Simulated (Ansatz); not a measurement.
A one-shot G0W0 calculation of PbO (rocksalt) with Ansatz, at the level G0W0@PBE with 194 empty bands, a screening cutoff of 180 eV and a 6×6×6 mesh. The geometry is the r2SCAN minimum.

```yaml
crystal:
  lattice:
    - [0.0, 2.6065174966, 2.6065174966]
    - [2.6065174966, 0.0, 2.6065174966]
    - [2.6065174966, 2.6065174966, 0.0]
  atoms:
    - { symbol: Pb, position: [0.0, 0.0, 0.0] }
    - { symbol: O, position: [0.5, 0.5, 0.5] }
kpoints:
  mp_grid: { grid: [6, 6, 6] }
hamiltonian:
  xc: pbe
scf:
  occupations: { method: fixed }
gw:
  n_empty_bands: 194
  ecut_chi: 180
  qp_bands: [v2, c2]
  qp_kpoints: band_edges
  screening: { model: godby_needs }
```

Some lines of the output have been replaced by numbered gaps.
```
Functional definition: PBE
Crystal: 2 atoms, lattice volume = 35.417 Å³
Basis set: ecut = 420 eV, 701 PW (Γ)
Bands: 14, of which v1, the nominal top of the filled ones, is band 10 counted from 1 (9 counted from 0)
Symmetry: 48 space group operations
Space group: Fm-3m (ITA 225)
k-points: 16 of 216
SCF 1 converged in 6 iterations: F = -12473.185315 eV  dr2 = 9.10e-9
SCF converged after 6 iterations
Free energy (F): -12473.185315 eV
Fermi energy:    10.334876 eV
--- G₀W₀: ω_p = 27.9040 eV, 216 q-points, 194 empty bands' worth ---
    ik  band        ε_KS         Σx   Σc(E_QP)       V_xc       Z   E_QP_lin       E_QP  E_QP is
     3     9      8.4265   -24.9213     4.7154   -20.0970  0.7395     8.3176     8.3176  root
     3    10     10.3349   -11.1011    -1.1241   -12.0038  0.8167    10.1135    10.1135  root
     3    11     10.8874   -21.6580     0.3856   -21.4051  0.7592    11.0201    11.0201  root
     3    12     15.4758  [1]
     7     9      8.3636   -24.7333     4.7076   -19.9032  0.7403     8.2410     8.2412  root
     7    10     10.2325   -23.5685     2.7917   -20.7865  0.7578    10.2421    10.2421  root
     7    11     11.7292    -9.8080    -3.3892   -13.1382  0.8123    11.6702    11.6702  root
     7    12     15.1360  [2]
     8     9      8.3983   -24.8334     4.8010   -19.9303  0.7374     8.2960     8.2963  root
     8    10      9.3471   -23.4625     3.5905   -19.8139  0.7517     9.2888     9.2889  root
     8    11     13.8398    -9.6962    -4.1896   -13.9491  0.8105    13.9032    13.9032  root
     8    12     15.9377    -8.9890    -4.7543   -13.8916  0.7921    16.0859    16.0860  root
    11     9      7.8289  [3]
    11    10      9.1211  [4]
    11    11     12.9635  [5]
    11    12     14.5494   -12.0648    -4.0839   -16.4985  0.7754    14.8995    14.8992  root
    14     9      6.9718   -21.7952     4.4001   -17.0406  0.7520     6.6158     6.6172  root
    14    10      9.6379   -23.7026     3.2468   -20.3964  0.7563     9.5785     9.5785  root
    14    11     12.9264   -10.8652    -3.5685   -14.5475  0.7982    13.0403    13.0402  root
    14    12     14.7636  [6]
```

The points are ik 3 = (0, 0, -1/2), ik 7 = (0, 1/6, -1/3), ik 8 = (0, 1/6, -1/6), ik 11 = (0, 1/3, -1/3), ik 14 = (1/6, 1/3, -1/3); band 10 is the last filled one.

Q: What stood in the gaps? They hold quasiparticle rows.

A:
```
[1]
     3    12     15.4758    -8.4359    -4.6042   -13.1629  0.8113    15.5986    15.5986  root
[2]
     7    12     15.1360   -10.1035    -4.4394   -14.7636  0.7916    15.3569    15.3567  root
[3]
    11     9      7.8289   -23.6981     4.7142   -18.7795  0.7420     7.6247     7.6245  root
[4]
    11    10      9.1211   -21.1943     2.6329   -18.3507  0.7708     8.9100     8.9103  root
[5]
    11    11     12.9635   -11.5836    -3.3909   -15.1142  0.7942    13.1034    13.1032  root
[6]
    14    12     14.7636   -11.5367    -4.1864   -16.0337  0.7795    15.0748    15.0742  root
```
The trailing digits, and the zero of the energies, depend on the potentials and thresholds.

Over the mesh points the PBE gap of 0.55 eV becomes a quasiparticle gap of 0.78 eV (k = (0, 1/6, -1/3) to k = (0, 0, -1/2)), a change of +0.23 eV. Renormalisation factors Z lie between 0.74 and 0.82. No extrapolation in bands, cutoff or mesh was made for G0W0.

It took 52 s on 1 × NVIDIA H100 80GB HBM3 with 2 threads of AMD EPYC 7R13 Processor (Zen 3) (shared host), load about 1.5 per core; peak host memory 1.8 GiB.

Note: simulated data, non-magnetic, for a generated structure that need not be the stable one.

Spin-orbit coupling is left out; in compounds of Pb, Bi, Tl or Hg it can lower a gap by up to about 1 eV, split its edges or invert the bands.

For so narrow a gap this mesh doesn't settle the screening, and the bands and cutoff are finite.
